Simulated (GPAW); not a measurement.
# WS2 (P1) in GPAW: single point with PBE

Aim: the single point of WS2 with PBE.

Program: GPAW 26.7.0. These are calculated values, not measurements. Logs are shortened: lines on timing, memory, paths and dates and some standing lists are left out, and cuts for length are marked. The log counts tension as positive stress, the text compression.

## Step 1: The cell of the first run

The typed cell holds 6 atoms: a = 3.685 Å, b = 3.194 Å, c = 12.755 Å, α = 87.23°, β = 92.87°, γ = 128.39°.

## Step 2: Single point, PBE

Contents of run.py:

```python
from ase.dft.bandgap import bandgap
from ase.io import read, write
from ase.units import GPa
from gpaw import GPAW, PW

atoms = read('WS2.xyz')

calc = GPAW(mode=PW(500),
            xc='PBE',
            kpts={'size': (5, 6, 1), 'gamma': True},
            occupations={'name': 'fermi-dirac', 'width': 0.05},
            nbands=46,
            maxiter=120,
            txt='gpaw.txt')
atoms.calc = calc
energy = atoms.get_potential_energy()
forces = atoms.get_forces()
stress = atoms.get_stress()
calc.write('gs.gpw')
write('result.traj', atoms)
print(f'Energy: {energy:.6f} eV')
print('Forces (eV/A):')
print(forces.round(4))
print('Stress (GPa):', (stress / GPa).round(3))
print('Fermi level:', round(calc.get_fermi_level(), 4), 'eV')
print(f'Gap: {bandgap(calc)[0]:.4f} eV, direct: {bandgap(calc, direct=True)[0]:.4f} eV')
```

Contents of WS2.xyz:

```xyz
6
Lattice="3.6830574100 -0.0906503200 -0.0859288800 -1.9200341800 2.5511913800 0.0746840700 -0.3377707900 0.1439727900 12.7495286800" Properties=species:S:1:pos:R:3 pbc="T T T"
W      0.0328266032      1.7450863295      3.2100433393
W      1.0891657253      1.1964153758      9.3682233429
S     -0.8332741690      1.9979740775      8.0081597376
S      2.5028705970      0.1057166498      1.0207867959
S     -0.0021259705      1.9527972545     11.7547788434
S      1.4862945742      0.8155518605      4.8528594225
```

Potentials or basis: GPAW PAW data sets (gpaw-data 1.2.1), pw.

Run with:

```console
OMP_NUM_THREADS=1 python run.py
```

gpaw.txt:

```text
__  _  _
 | _ |_)|_||  |
 |__||  | ||/\| - 26.7.0

Input parameters:
  mode=PW(ecut=500.0),
  kpts=MonkhorstPack(size=(5, 6, 1), gamma=True),
  maxiter=120,
  nbands=46,
  occupations=Occupations(name='fermi-dirac', width=0.05),
  xc=XC(name='PBE')

Diagonalizing LCAO Hamiltonian
Converting LCAO to pw mode

           S

             W
         S

             S
           W

               S

Atoms  # Å, Bohr magnetons
|   | symbol |         x |        y |         z |    initial magnetic moments |
|---|--------|-----------|----------|-----------|-----------------------------|
| 0 |      W |  0.032827 | 1.745086 |  3.210043 | ( 0.0000,  0.0000,  0.0000) |
| 1 |      W |  1.089166 | 1.196415 |  9.368223 | ( 0.0000,  0.0000,  0.0000) |
| 2 |      S | -0.833274 | 1.997974 |  8.008160 | ( 0.0000,  0.0000,  0.0000) |
| 3 |      S |  2.502871 | 0.105717 |  1.020787 | ( 0.0000,  0.0000,  0.0000) |
| 4 |      S | -0.002126 | 1.952797 | 11.754779 | ( 0.0000,  0.0000,  0.0000) |
| 5 |      S |  1.486295 | 0.815552 |  4.852859 | ( 0.0000,  0.0000,  0.0000) |

Unit cell  # Å
| periodic |         x |         y |         z |   lengths |     angles |
|----------|-----------|-----------|-----------|-----------|------------|
|      yes |  3.683057 | -0.090650 | -0.085929 |  3.685175 |  87.230940 |
|      yes | -1.920034 |  2.551191 |  0.074684 |  3.193851 |  92.868971 |
|      yes | -0.337771 |  0.143973 | 12.749529 | 12.754815 | 128.390264 |

Number of symmetries: 1
Symmetry operations  # r_c * U_cc + t_c -> r_c
|   | kind |            matrix            |
|---|------|------------------------------|
| 0 |  E   |  1, 0, 0,  0, 1, 0,  0, 0, 1 |

BZ-sampling:
  Number of BZ points: 30
  Number of IBZ points: 16

  Monkhorst-Pack size: [5, 6, 1]
  Monkhorst-Pack shift: [0.0, 0.08333333333333333, 0.0]

K-points  # in reciprocal-cell coordinates
|     |                                coordinates |     weight |
|-----|--------------------------------------------|------------|
|   0 | (  0.00000000,   0.00000000,   0.00000000) | 0.03333333 |
|   1 | (  0.00000000,   0.16666667,   0.00000000) | 0.06666667 |
|   2 | (  0.00000000,   0.33333333,   0.00000000) | 0.06666667 |
|   3 | (  0.00000000,   0.50000000,   0.00000000) | 0.03333333 |
|   4 | (  0.20000000,  -0.33333333,   0.00000000) | 0.06666667 |
|   5 | (  0.20000000,  -0.16666667,   0.00000000) | 0.06666667 |
|   6 | (  0.20000000,   0.00000000,   0.00000000) | 0.06666667 |
|   7 | (  0.20000000,   0.16666667,   0.00000000) | 0.06666667 |
|   8 | (  0.20000000,   0.33333333,   0.00000000) | 0.06666667 |
|   9 | (  0.20000000,   0.50000000,   0.00000000) | 0.06666667 |
| ... |                                            |            |
|  15 | (  0.40000000,   0.50000000,   0.00000000) | 0.06666667 |

Plane wave coefficients: 3009
Cutoff: 500.0 eV

Spin-components: 1 (collinear spins)
Bands:           46
Projectors:      32
Spin-degeneracy: 2
Datatype:        complex128

Parallelization:
  kpt:    1
  domain: 1
  band:   1

Density:
  Valence electrons: 52.0
  Components: 1
  Grid points: [20 18 70]
  Charge: 0.0  # |e|

Potential:
  Grid points: [20 18 70]

species:
  W:
    name:    Tungsten
    Z:       74.0
    valence: 14
    core:    60
    charge:  0.0  # [|e|]
    compensation charges:
      type: gauss
      rc: 0.40  # [Å]
      lmax: 2
    cutoffs:
      filter: 2.36  # [Å]
      core: 3.02  # [Å]
    projectors
    | kind |    occ | energy [eV] | rcut [Å] |
    |------|--------|-------------|----------|
    |   5s |  2.000 |     -78.830 |    1.344 |
    |   6s |  2.000 |      -5.697 |    1.344 |
    |   5p |  6.000 |     -43.233 |    1.355 |
    |   6p |  0.000 |      -1.367 |    1.355 |
    |   5d |  4.000 |      -4.494 |    1.228 |
    |    d |        |      22.717 |    1.228 |

    Using partial waves for W as LCAO basis

  S:
    name:    Sulfur
    Z:       16.0
    valence: 6
    core:    10
    charge:  0.0  # [|e|]
    compensation charges:
      type: gauss
      rc: 0.24  # [Å]
      lmax: 2
    cutoffs:
      filter: 1.77  # [Å]
      core: 1.66  # [Å]
    projectors
    | kind |    occ | energy [eV] | rcut [Å] |
    |------|--------|-------------|----------|
    |   3s |  2.000 |     -17.254 |    0.974 |
    |   3p |  4.000 |      -7.008 |    0.979 |
    |    s |        |       9.957 |    0.974 |
    |    p |        |      20.203 |    0.979 |
    |    d |        |       0.000 |    0.900 |

    Using partial waves for S as LCAO basis

Reference energy: -920973.822900  # eV

eigensolver:
  PPCG
  Converge bands: occupied
  niter=2

density mixing:
  MSR1-Mixer
  Pratt-step length: 0.05
  Maximum mixing coefficient: 0.75
  Old densities: 10
  SVD Regularization: 0.005
  Good broyden scale: 1.0
  Trust region scale: 1.0
  Backstep threshold: 4.0
  History deletion threshold: 6.0
  Fourier metric: weight=20.0, sigma=0.015

occupation numbers:
  Fermi-Dirac:
    width: 0.0500  # eV

poisson solver:
  ecut: 4000.0  # eV

xc functional:
  name: PBE with 2 nearest neighbor stencil

convergence criteria:
- Maximum [total energy] change in last 3 cyles: 0.0005 eV / valence electron
- Maximum integral of absolute [dens]ity change: 0.0001 electrons / valence electron
- Maximum integral of absolute [eigenst]ate change: 4e-08 eV^2 / valence electron
maximum number of iterations: 120

SCF iterations
|iter     | |      energy | eigst |  dens |
|---------|-|-------------|-------|-------|
|iter:   1| |  -38.088114 | +0.31 |       |
|iter:   2| |  -38.171937 | -1.52 | -1.19 |
|iter:   3| |  -41.193536 | -1.62 | -1.24 |
|iter:   4| |  -41.473579 | -1.62 | -0.98 |
|iter:   5| |  -37.893547 | -2.30 | -0.97 |
|iter:   6| |  -37.779928 | -2.67 | -1.50 |
|iter:   7| |  -37.649456 | -2.77 | -1.53 |
|iter:   8| |  -37.670334 | -2.87 | -1.91 |
|iter:   9| |  -37.631088 | -3.20 | -1.97 |
|iter:  10| |  -37.629340 | -4.13 | -2.54 |
|iter:  11| |  -37.629226c| -5.11 | -2.91 |
|iter:  12| |  -37.629058c| -5.78 | -3.25 |
|iter:  13| |  -37.629090c| -6.70 | -3.62 |
|iter:  14| |  -37.629108c| -6.58 | -3.80 |
|iter:  15| |  -37.629045c| -7.31 | -3.89 |
|iter:  16| |  -37.629084c| -7.68c| -3.71 |
|iter:  17| |  -37.629083c| -8.21c| -4.69c|

Converged in 17 steps
Energy contributions relative to reference atoms: (reference = -920973.822900)

Energy contributions:
  Kinetic:          -1.554588
  Coulomb:          -4.528799
  Zero:              0.257151
  External:          0.000000
  Xc:              -31.779265
  Entropy:          -0.047165
  Spinorbit:         0.000000
  ----------------------------
  Free energy:     -37.652666
  Extrapolated:    -37.629083

dipole moment: (0.079703, -1.426670, 0.720560)  # |e|*Ang

Fermi level: 7.605
Eigenvalues  # (at kpt = [0.000, 0.000, 0.000])
| band index |      eig [eV] | occ [0-2] |
|------------|---------------|-----------|
|          0 |       -66.817 |     2.000 |
|        ... |               |           |
|         17 |         4.950 |     2.000 |
|         18 |         5.182 |     2.000 |
|         19 |         5.936 |     2.000 |
|         20 |         6.169 |     2.000 |
|         21 |         6.440 |     2.000 |
|         22 |         6.769 |     2.000 |
[... 8 lines left out ...]
|         31 |        10.040 |     0.000 |
|         32 |        10.839 |     0.000 |
|        ... |               |           |
|         45 |        19.009 |     0.000 |

No gap
No difference between direct/indirect transitions

Forces  # eV/Ang
|        x |        y |        z |
|----------|----------|----------|
| -1.03143 | -0.27754 | -0.25643 |  # W    0
| -0.41845 |  0.60521 |  2.79604 |  # W    1
|  0.52030 | -0.97060 | -0.51899 |  # S    2
|  0.37695 |  0.67579 |  2.13985 |  # S    3
| -0.31968 | -0.08620 | -2.64834 |  # S    4
|  0.87152 |  0.05357 | -1.51190 |  # S    5

Stress tensor  # eV/Ang^3
|         x |         y |         z |
|-----------|-----------|-----------|
|  0.070123 | -0.018319 | -0.007952 |
| -0.018319 | -0.009229 | -0.021809 |
| -0.007952 | -0.021809 |  0.072003 |

# Writing to gs.gpw (mode='')
```

Wall time 80 s (1 thread of Intel Xeon at 2.70GHz, shared host); peak memory 0.22 GiB.

What came out:

```
Free energy            : -37.6527 eV
Pressure               : -7.1 GPa
Largest force          : 2.891 eV/Å
Band gap on the k mesh : none (metal or under the smearing width)
```

Forces in eV/Å, atoms in the order of the input:
```
W   -1.031 -0.278 -0.256
W   -0.418  0.605  2.796
S    0.520 -0.971 -0.519
S    0.377  0.676  2.140
S   -0.320 -0.086 -2.648
S    0.872  0.054 -1.512
```

Levels at points of the mesh, in eV from the Fermi level:
```
           k point  band 23  band 24  band 25  band 26  band 27  band 28  band 29  band 30
(0.00, 0.00, 0.00)    -0.84    -0.32     0.00     0.08     0.38     0.98     1.01     1.49
(0.00, 0.50, 0.00)    -1.79    -1.34    -0.93    -0.09     0.56     1.11     1.48     2.18
```

Caveat: the k mesh is coarse (spacing up to 0.49 Å⁻¹), so the values aren't converged; the cutoff is short for stress and forces, so pressures can be off by a GPa or more. The run has no spin-orbit coupling, so splittings on W are missing.
